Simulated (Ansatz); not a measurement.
Runs of Ansatz 0.2.0 on C. It takes space group Fd-3m (No. 227, cubic). Conventional cell: a = 3.567 Å, b = 3.567 Å, c = 3.567 Å, α = 90.00°, β = 90.00°, γ = 90.00°. C (site symmetry -43m) is surrounded by 4 C at 1.54 Å. This isn't the form of C at room conditions, which is graphite.

| task | level | cell | k mesh | smearing | points for each segment of the path | mesh quality | gap on the mesh (eV) | pressure (GPa) | relaxed volume (Å³/atom) |
| --- | --- | --- | --- | --- | --- | --- | --- | --- | --- |
| relaxation of cell and atoms | PBEsol0 | relaxed | 7 × 7 × 7 | fermi-dirac 0.05 eV | - | coarse | 6.13 | 0.0 | 5.52 |
| relaxation of cell and atoms | revPBE+D4 | relaxed | 13 × 13 × 13 | fermi-dirac 0.05 eV | - | not flagged | 4.18 | 0.0 | 5.59 |
| Born charges and dielectric tensor | LDA | as given | 13 × 13 × 13 | fixed | - | not flagged | 4.11 | - | - |
| relaxation of cell and atoms | BLYP | relaxed | 13 × 13 × 13 | fermi-dirac 0.05 eV | - | not flagged | 4.41 | 0.0 | 5.82 |
| relaxation of cell and atoms | RPBE+D4 | relaxed | 13 × 13 × 13 | fermi-dirac 0.05 eV | - | not flagged | 4.18 | 0.0 | 5.59 |
| relaxation of cell and atoms | BLYP+D3(BJ) | relaxed | 13 × 13 × 13 | fermi-dirac 0.05 eV | - | not flagged | (b) | 0.0 | 5.68 |
| band structure | BLYP | as given | 13 × 13 × 13 | fermi-dirac 0.05 eV | 14 | not flagged | 4.47 | (a) | - |
| relaxation of cell and atoms | HSE03 | relaxed | 7 × 7 × 7 | fermi-dirac 0.05 eV | - | coarse | (c) | 0.0 | 5.58 |

Alike in all rows: potentials or basis Ansatz PAW; no spin polarisation; cutoff (eV) 420.

Fill in the values left out.

(a) 11.0; (b) 4.46; (c) 5.22.

Caveats: some runs use coarse meshes; the PAW data sets come from PBE, with cores solved anew for the run's functional, which leaves a small shift of forces and pressure; odd divisions of the mesh miss points on the zone boundary, where band edges often lie, so the gap on the mesh can be too wide (some runs); the plane-wave basis is chosen anew once the cell has moved, so the energies of steps on either side of that aren't comparable (some runs).

A k mesh can miss the band edges.

Runs at the PBE level aren't shown here.
